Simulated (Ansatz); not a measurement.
CaO (rocksalt) (r2SCAN geometry), in Ansatz:

```
CELL_PARAMETERS angstrom
0.00000 2.39755 2.39755
2.39755 0.00000 2.39755
2.39755 2.39755 0.00000
ATOMIC_POSITIONS crystal
Ca 0.00000 0.00000 0.00000
O 0.50000 0.50000 0.50000
```

G0W0@PBE with 151 empty bands, a screening cutoff of 180 eV and a 6×6×6 mesh (PAW, contour deformation) gives 5.902 eV over the mesh points, from a PBE gap of 3.653 eV; it sums over 159 bands with 169 plane waves in the screening and a wave cutoff of 420 eV. No extrapolation in bands, cutoff or mesh was made for G0W0. No spin polarisation and no zero-point or thermal motion.

**Question.** Estimate the gap with mesh 8×8×8, empty bands 44, screening cutoff 80 eV.

**Answer.** 5.684 eV (-0.218 eV), from a Kohn-Sham gap of 3.653 eV.

**Question.** Estimate the gap with starting point HSE06.

**Answer.** 6.614 eV (+0.712 eV), from a Kohn-Sham gap of 5.312 eV.
